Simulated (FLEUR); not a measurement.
## LiH in FLEUR: convergence with k mesh

LiH:

```
Li H
1.0
     0.00000    2.03675    2.03675
     2.03675    0.00000    2.03675
     2.03675    2.03675    0.00000
Li H
1 1
Cartesian
  0.0000 0.0000 0.0000
  2.0368 2.0368 2.0368
```

```yaml
Program: FLEUR MaX-R8.1 (later development tree)
Task: convergence study
Functional: PBE
Potentials_or_basis: all-electron
Basis: FLAPW
Kmax: 4.1 1/bohr
k_mesh: 3 × 3 × 3
Occupations: fermi-dirac, width 0.05 eV
Spin: no spin polarisation
```

These are the settings of the first run; the series varies k mesh, with any setting tied to it.

Hardware: 1 thread of Intel(R) Xeon(R) 6975P-C (Granite Rapids), with other jobs on the host.

```tsv
k mesh	energy less the tightest run, at zero smearing (meV/atom)	gap on the mesh (eV)	SCF cycles	CPU time (s)	peak memory (GiB)
3 × 3 × 3	-17.16	6.016	13	4.3	0.05
4 × 4 × 4	6.35	3.007	13	4.8	0.06
6 × 6 × 6	0.44	3.017	13	5.8	0.05
8 × 8 × 8	0.04	3.018	11	6.2	0.05
9 × 9 × 9	0.01	3.299	11	7.2	0.05
11 × 11 × 11	0.00	3.204	11	9.6	0.05
14 × 14 × 14	0.00	3.018	11	14	0.05
16 × 16 × 16	0.00	3.018	11	20	0.05
```

Against the tightest run, the energy stays within 1 meV/atom from 6 × 6 × 6 on; the gap on the mesh stays within 0.01 eV from 14 × 14 × 14 on. Meshes of other sizes hit other points, so gaps and Fermi surfaces needn't settle smoothly. The tightest run that finished is the yardstick and may itself not be fully converged.
